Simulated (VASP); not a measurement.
# Vibrations of GaAs: a test of the settings, part 2 of 2

How far do the zone-centre frequencies of GaAs depend on the numerical settings? The starting structure is a measured crystal structure from the Crystallography Open Database.

VASP 6.6.1.

Results so far: reference T2 269.3 cm⁻¹.

## (3) Modes with a 5×5×5 mesh

Level of this step: LDA; plane waves and PAW (As, Ga_d) (VASP).

Against step 2 the input has a 5×5×5 mesh.

INCAR

```
SYSTEM = GaAs
PREC = Accurate
ENCUT = 450
EDIFF = 1E-08
NELM = 100
ISMEAR = 0
SIGMA = 0.03
LREAL = .FALSE.
ALGO = Normal
GGA = CA
NBANDS = 15
LORBIT = 11
LWAVE = .FALSE.
LCHARG = .FALSE.
KPAR = 4
IBRION = 8
LEPSILON = .TRUE.
ISIF = 2
```

POSCAR

```
GaAs
1.0
    0.0000000000      2.8047129465      2.8047129465
    2.8047129465      0.0000000000      2.8047129465
    2.8047129465      2.8047129465      0.0000000000
As Ga
1 1
Direct
    0.7500000000      0.7500000000      0.7500000000
    0.0000000000      0.0000000000      0.0000000000
```

KPOINTS

```
Automatic mesh
0
Gamma
5 5 5
0 0 0
```

Potentials, in the order of the species: As and Ga_d (LDA family, release 64).

The run is started by

```console
$ mpirun -np 4 vasp_std
```

Log:

```text
[... set-up lines as in an earlier step ...]
 entering main loop
       N       E                     dE             d eps       ncg     rms          rms(c)
DAV:   1     0.804240661394E+02    0.80424E+02   -0.83566E+03   300   0.147E+03
DAV:   2    -0.346051971130E+01   -0.83885E+02   -0.80262E+02   335   0.306E+02
DAV:   3    -0.972209769960E+01   -0.62616E+01   -0.62373E+01   356   0.682E+01
DAV:   4    -0.982018769146E+01   -0.98090E-01   -0.98076E-01   328   0.966E+00
[...]
DAV:  11    -0.957307143482E+01   -0.54957E-05   -0.71858E-06   335   0.418E-02    0.244E-03
DAV:  12    -0.957307131605E+01    0.11876E-06   -0.50037E-07   426   0.101E-02    0.195E-03
DAV:  13    -0.957307131823E+01   -0.21755E-08   -0.74531E-08   356   0.216E-03
   1 F= -.95730713E+01 E0= -.95730713E+01  d E =-.268296E-14
 Linear response reoptimize wavefunctions to high precision
DAV:   1    -0.957307131829E+01   -0.58208E-10   -0.13535E-09   319   0.296E-04
DAV:   2    -0.957307131834E+01   -0.52751E-10   -0.12739E-10   206   0.118E-04
 Linear response G [H, r] |phi>, progress :
  Direction:   1
[...]
RMM:  15    -0.447010076803E-01   -0.29981E-07   -0.13230E-05   576   0.179E-04    0.560E-08
 first order change of Fermi-energy  -0.51790E-04
 force on displaced ion       1 direction 1 :  -9.727   0.000   0.000
 Born effective charge ion    1 direction 1 :  -3.885   0.000   0.000
 Linear response progress:
  Degree of freedom:   2/  2
       N       E                     dE             d eps       ncg     rms          rms(c)
RMM:   1    -0.167295209258E+00   -0.16730E+00    0.11048E-01  1021   0.853E+00
RMM:   2    -0.165221402640E+00    0.20738E-02   -0.21699E-02  1500   0.133E+00    0.444E-02
RMM:   3    -0.165735451426E+00   -0.51405E-03   -0.34630E-03  1567   0.399E-01    0.279E-02
RMM:   4    -0.165617143415E+00    0.11831E-03   -0.21010E-03  1675   0.181E-01    0.915E-03
[...]
RMM:  15    -0.165578407453E+00   -0.91773E-07   -0.21803E-05  1588   0.447E-04    0.251E-07
RMM:  16    -0.165578410553E+00   -0.31000E-08   -0.22373E-05  1198   0.441E-04    0.146E-07
RMM:  17    -0.165578428705E+00   -0.18152E-07   -0.22815E-05  1100   0.439E-04    0.467E-08
 first order change of Fermi-energy   0.21067E-03
 force on displaced ion       2 direction 1 :  -9.710   0.000   0.000
 Born effective charge ion    2 direction 1 :   1.968   0.000   0.000
 Born effective charges drift removed
 Linear response finished
```

Wall time 51 s (4 MPI ranks of Intel Xeon Platinum 8259CL at 2.50GHz (Skylake/Cascade Lake), shared host); peak memory 0.72 GiB.

OUTCAR, selected parts (step 3):

```text
  Total        0.0006196      0.0006196      0.0006196     -0.0000000      0.0000000     -0.0000000
  in kB        0.0224972      0.0224972      0.0224972     -0.0000000      0.0000000     -0.0000000
  external PRESSURE =       0.0224972 kB  Pullay stress =       0.0000000 kB

 POSITION                                       TOTAL-FORCE (eV/Angst)
 -----------------------------------------------------------------------------------
      4.20707      4.20707      4.20707         0.000000      0.000000      0.000000
      0.00000      0.00000      0.00000        -0.000000     -0.000000     -0.000000
 -----------------------------------------------------------------------------------
    total drift:                               -0.000001     -0.000001     -0.000001

 MACROSCOPIC STATIC DIELECTRIC TENSOR (including local field effects in DFT)
 ------------------------------------------------------
          87.580625     0.000000     0.000000
          -0.000000    87.580625     0.000000
           0.000000    -0.000000    87.580625
 ------------------------------------------------------

 MACROSCOPIC STATIC DIELECTRIC TENSOR IONIC CONTRIBUTION
 ------------------------------------------------------
           3.631085     0.000000     0.000000
           0.000000     3.631085     0.000000
           0.000000     0.000000     3.631085
 ------------------------------------------------------

[... 1 part as in an earlier step ...]

[... 1 further part left out ...]
```

With a 5×5×5 mesh the mode is T2 270.5 cm⁻¹, +1.2 cm⁻¹ from the reference.

## (4) Modes with a cutoff of 280 eV

Against step 2 the input has ENCUT = 280.

INCAR: that of step 3 with these lines changed.

```diff
@@ -2,3 +2,3 @@
 PREC = Accurate
-ENCUT = 450
+ENCUT = 280
 EDIFF = 1E-08
```

POSCAR is that of step 3.

KPOINTS

```
Automatic mesh
0
Gamma
10 10 10
0 0 0
```

The run is started by

```console
$ mpirun -np 4 vasp_std
```

Log:

```text
[... set-up lines as in an earlier step ...]
 entering main loop
       N       E                     dE             d eps       ncg     rms          rms(c)
DAV:   1     0.641705638652E+02    0.64171E+02   -0.67804E+03  1425   0.119E+03
DAV:   2    -0.533215018616E+01   -0.69503E+02   -0.66709E+02  1662   0.239E+02
DAV:   3    -0.981491663873E+01   -0.44828E+01   -0.44741E+01  1634   0.561E+01
DAV:   4    -0.987109510916E+01   -0.56178E-01   -0.56173E-01  1777   0.696E+00
[...]
DAV:  11    -0.963859663911E+01   -0.47584E-05   -0.63129E-06  1592   0.378E-02    0.243E-03
DAV:  12    -0.963859653622E+01    0.10288E-06   -0.42128E-07  1924   0.865E-03    0.188E-03
DAV:  13    -0.963859653668E+01   -0.45657E-09   -0.62601E-08  1732   0.196E-03
   1 F= -.96385965E+01 E0= -.96385965E+01  d E =-.414903E-11
 Linear response reoptimize wavefunctions to high precision
DAV:   1    -0.963859653666E+01    0.14552E-10   -0.12219E-09  1375   0.282E-04
DAV:   2    -0.963859653665E+01    0.12733E-10   -0.11555E-10  1027   0.109E-04
 Linear response G [H, r] |phi>, progress :
  Direction:   1
[...]
RMM:  14    -0.444163581778E-01    0.45288E-07    0.34939E-07  4578   0.114E-05    0.735E-08
 first order change of Fermi-energy   0.39124E+00
 force on displaced ion       1 direction 1 :  -9.651   0.000   0.000
 Born effective charge ion    1 direction 1 :  -2.196   0.000   0.000
 Linear response progress:
  Degree of freedom:   2/  2
       N       E                     dE             d eps       ncg     rms          rms(c)
RMM:   1    -0.167497386250E+00   -0.16750E+00    0.85682E-02  6490   0.822E+00
RMM:   2    -0.165523887663E+00    0.19735E-02   -0.24638E-02  9728   0.128E+00    0.449E-02
RMM:   3    -0.165730240097E+00   -0.20635E-03   -0.35292E-03  9994   0.372E-01    0.278E-02
RMM:   4    -0.165554950809E+00    0.17529E-03   -0.13741E-03 10740   0.161E-01    0.930E-03
[...]
RMM:  16    -0.165561460887E+00    0.25500E-07   -0.40235E-07  8033   0.335E-05    0.401E-07
RMM:  17    -0.165561464934E+00   -0.40467E-08   -0.37931E-07  7842   0.308E-05    0.131E-07
RMM:  18    -0.165561459320E+00    0.56142E-08   -0.36814E-07  7157   0.294E-05    0.277E-08
 first order change of Fermi-energy  -0.39434E+00
 force on displaced ion       2 direction 1 :  -9.685   0.000   0.000
 Born effective charge ion    2 direction 1 :   2.054   0.000   0.000
 Born effective charges drift removed
 Linear response finished
```

The job ended after 80 s (4 MPI ranks; peak memory 0.91 GiB; 5.3 min of CPU time).

Parts of OUTCAR (step 4):

```text
  Total       -0.1324845     -0.1324845     -0.1324845      0.0000000      0.0000000     -0.0000000
  in kB       -4.8103917     -4.8103917     -4.8103917      0.0000000      0.0000000     -0.0000000
  external PRESSURE =      -4.8103917 kB  Pullay stress =       0.0000000 kB

 POSITION                                       TOTAL-FORCE (eV/Angst)
 -----------------------------------------------------------------------------------
      4.20707      4.20707      4.20707        -0.000000     -0.000000     -0.000000
      0.00000      0.00000      0.00000         0.000000      0.000000      0.000000
 -----------------------------------------------------------------------------------
    total drift:                               -0.000003     -0.000003     -0.000002

 MACROSCOPIC STATIC DIELECTRIC TENSOR (including local field effects in DFT)
 ------------------------------------------------------
          22.118237     0.000000    -0.000000
          -0.000000    22.118237     0.000000
          -0.000000    -0.000000    22.118237
 ------------------------------------------------------

 MACROSCOPIC STATIC DIELECTRIC TENSOR IONIC CONTRIBUTION
 ------------------------------------------------------
           1.925230     0.000000     0.000000
           0.000000     1.925230    -0.000000
           0.000000    -0.000000     1.925230
 ------------------------------------------------------

[... 1 part as in an earlier step ...]

[... 1 further part left out ...]
```

With a cutoff of 280 eV the mode is T2 269.8 cm⁻¹, +0.5 cm⁻¹ from the reference.

## (5) Modes with a 12×12×12 mesh

Against step 2 the input has a 12×12×12 mesh.

INCAR: that of step 4 with these lines changed.

```diff
@@ -2,3 +2,3 @@
 PREC = Accurate
-ENCUT = 280
+ENCUT = 450
 EDIFF = 1E-08
```

POSCAR is that of step 4.

KPOINTS

```
Automatic mesh
0
Gamma
12 12 12
0 0 0
```

The run is started by

```console
$ mpirun -np 4 vasp_std
```

Log:

```text
[... set-up lines as in an earlier step ...]
 entering main loop
       N       E                     dE             d eps       ncg     rms          rms(c)
DAV:   1     0.791683672575E+02    0.79168E+02   -0.84682E+03  2184   0.153E+03
DAV:   2    -0.357451105715E+01   -0.82743E+02   -0.79432E+02  2405   0.301E+02
DAV:   3    -0.977751318646E+01   -0.62030E+01   -0.61782E+01  2741   0.677E+01
DAV:   4    -0.987385241665E+01   -0.96339E-01   -0.96326E-01  2514   0.941E+00
[...]
DAV:  11    -0.964176926915E+01   -0.47862E-05   -0.66004E-06  2510   0.400E-02    0.242E-03
DAV:  12    -0.964176915819E+01    0.11096E-06   -0.46646E-07  3057   0.974E-03    0.192E-03
DAV:  13    -0.964176915930E+01   -0.11141E-08   -0.69250E-08  2713   0.209E-03
   1 F= -.96417692E+01 E0= -.96417692E+01  d E =-.283893E-11
 Linear response reoptimize wavefunctions to high precision
DAV:   1    -0.964176915942E+01   -0.11460E-09   -0.12231E-09  2191   0.287E-04
DAV:   2    -0.964176915942E+01   -0.36380E-11   -0.11350E-10  1479   0.111E-04
 Linear response G [H, r] |phi>, progress :
  Direction:   1
[...]
RMM:  12    -0.445030843390E-01   -0.71867E-08    0.72459E-10 14835   0.157E-05    0.611E-07
 first order change of Fermi-energy   0.27499E+00
 force on displaced ion       1 direction 1 :  -9.633   0.000   0.000
 Born effective charge ion    1 direction 1 :  -2.116   0.000   0.000
 Linear response progress:
  Degree of freedom:   2/  2
       N       E                     dE             d eps       ncg     rms          rms(c)
RMM:   1    -0.167286246575E+00   -0.16729E+00    0.10504E-01 10626   0.850E+00
RMM:   2    -0.165530173898E+00    0.17561E-02   -0.25452E-02 16046   0.136E+00    0.441E-02
RMM:   3    -0.165774642466E+00   -0.24447E-03   -0.34695E-03 16734   0.399E-01    0.279E-02
RMM:   4    -0.165640315312E+00    0.13433E-03   -0.16171E-03 17757   0.172E-01    0.925E-03
[...]
RMM:  14    -0.165621843479E+00   -0.41073E-07   -0.10982E-07 17663   0.329E-05    0.336E-07
RMM:  15    -0.165621831589E+00    0.11890E-07   -0.72224E-08 14668   0.204E-05    0.110E-07
RMM:  16    -0.165621845368E+00   -0.13778E-07   -0.43190E-08 12386   0.150E-05    0.821E-08
 first order change of Fermi-energy  -0.27586E+00
 force on displaced ion       2 direction 1 :  -9.614   0.000   0.000
 Born effective charge ion    2 direction 1 :   2.049   0.000   0.000
 Born effective charges drift removed
 Linear response finished
```

Run time: 7.6 min. Hardware: 4 MPI ranks; peak memory 1.8 GiB; 30 min of CPU time.

Parts of OUTCAR (step 5):

```text
  Total       -0.0020320     -0.0020320     -0.0020320      0.0000000      0.0000000      0.0000000
  in kB       -0.0737801     -0.0737801     -0.0737801      0.0000000      0.0000000      0.0000000
  external PRESSURE =      -0.0737801 kB  Pullay stress =       0.0000000 kB

 MACROSCOPIC STATIC DIELECTRIC TENSOR (including local field effects in DFT)
 ------------------------------------------------------
          18.323334     0.000000     0.000000
           0.000000    18.323334     0.000000
           0.000000     0.000000    18.323334
 ------------------------------------------------------

 MACROSCOPIC STATIC DIELECTRIC TENSOR IONIC CONTRIBUTION
 ------------------------------------------------------
           1.856189     0.000000    -0.000000
           0.000000     1.856189    -0.000000
          -0.000000    -0.000000     1.856189
 ------------------------------------------------------

[... 2 parts as in an earlier step ...]

[... 1 further part left out ...]
```

With a 12×12×12 mesh the mode is T2 269.2 cm⁻¹, -0.1 cm⁻¹ from the reference.

## (6) Modes with finite displacements

Against step 2 the input has IBRION = 6, NFREE = 2, POTIM = 0.015 and no LEPSILON (also changed: NSW).

INCAR: that of step 5 with these lines changed.

```diff
@@ -15,4 +15,6 @@
 KPAR = 4
-IBRION = 8
-LEPSILON = .TRUE.
+IBRION = 6
+NFREE = 2
+POTIM = 0.015
+NSW = 1
 ISIF = 2
```

POSCAR is that of step 5.

KPOINTS

```
Automatic mesh
0
Gamma
10 10 10
0 0 0
```

The run is started by

```console
$ mpirun -np 4 vasp_std
```

Log:

```text
[... set-up lines as in an earlier step ...]
 entering main loop
       N       E                     dE             d eps       ncg     rms          rms(c)
[... 13 cycles as in an earlier step ...]
   1 F= -.96407555E+01 E0= -.96407555E+01  d E =-.347540E-11
[...]
2 F= -.96396715E+01 E0= -.96396715E+01  d E =-.150446E-17
[...]
3 F= -.96396715E+01 E0= -.96396715E+01  d E =-.364264E-16
[...]
4 F= -.96396764E+01 E0= -.96396764E+01  d E =-.509671E-16
[...]
5 F= -.96396764E+01 E0= -.96396764E+01  d E =-.528807E-16
 Finite differences progress:
  Degree of freedom:   2/  2
  Displacement:        2/  2
  Total:               4/  4
```

The job ended after 49 s (4 MPI ranks; peak memory 1.1 GiB; 3.2 min of CPU time).

OUTCAR, selected parts (step 6):

```text
  Total       -0.0037833     -0.0012244     -0.0012244      0.0000000      0.1148939      0.0000000
  in kB       -0.1373670     -0.0444554     -0.0444554      0.0000000      4.1716942      0.0000000
  external PRESSURE =      -0.0754259 kB  Pullay stress =       0.0000000 kB

 POSITION                                       TOTAL-FORCE (eV/Angst)
 -----------------------------------------------------------------------------------
      4.20707      4.20707      4.20707        -0.144267      0.000000      0.000000
     -0.01500      0.00000      0.00000         0.144267     -0.000000     -0.000000
 -----------------------------------------------------------------------------------
    total drift:                               -0.000732     -0.000001     -0.000001

  FREE ENERGIE OF THE ION-ELECTRON SYSTEM (eV)
  ---------------------------------------------------
  free  energy   TOTEN  =        -9.6396763947 eV

  energy  without entropy=       -9.6396763947  energy(sigma->0) =       -9.63967639

[... 2 parts as in an earlier step ...]

[... 1 further part left out ...]
[key lines of the parts left out:]
E-fermi :   4.2292
```

The last energy, forces and stress in OUTCAR belong to the last displaced cell, not to that of POSCAR.

With finite displacements the mode is T2 269.2 cm⁻¹, -0.1 cm⁻¹ from the reference.

## (7) All runs side by side

| run | T2 | method | core minutes |
| --- | --- | --- | --- |
| reference | 269.3 | perturbation theory | 13.9 |
| a 5×5×5 mesh | 270.5 | perturbation theory | 3.4 |
| a cutoff of 280 eV | 269.8 | perturbation theory | 5.33 |
| a 12×12×12 mesh | 269.2 | perturbation theory | 30.3 |
| finite displacements | 269.2 | finite displacements | 3.27 |

Modes are in cm⁻¹, degenerate ones as one, matched between runs by symmetry and order. A number in brackets counts the listed modes of one symmetry from the lowest. The symmetry labels come from an automatic analysis and can be wrong where levels nearly coincide. Core minutes are wall time times ranks of the run shown, on a shared host.

## (8) Results

| Property | Result |
| --- | --- |
| T2, reference | 269.3 cm⁻¹ |
| T2, a 5×5×5 mesh | 270.5 cm⁻¹ |
| T2, a cutoff of 280 eV | 269.8 cm⁻¹ |
| T2, a 12×12×12 mesh | 269.2 cm⁻¹ |
| T2, finite displacements | 269.2 cm⁻¹ |

What this shows: The largest change comes with a 5×5×5 mesh: +1.2 cm⁻¹ in T2. On finer settings the modes change by up to -0.1 cm⁻¹ in T2 with a 12×12×12 mesh. Other changes move the modes by more: +1.2 cm⁻¹ in T2 with a 5×5×5 mesh and +0.5 cm⁻¹ in T2 with a cutoff of 280 eV. The dielectric constants and Born charges in the logs aren't compared here; at a small gap they can be far off, and in a run without a gap they mean nothing. The frequencies are harmonic, and the splitting of polar modes by their long-range field is left out. Further runs on this material are not shown.

[Lines on the potential files, build, host, timing and source positions are cut from VASP's logs without a mark.]

[Logs are printed without paths, hosts, clocks, repeated set-up lines and the standing remarks that a program may print on its own settings, such as how far it seeks lower states.]

[Hosts, paths, dates, database ids (printed as entryN), source tags and the programs' standing remarks are cut or masked in the printed files.]
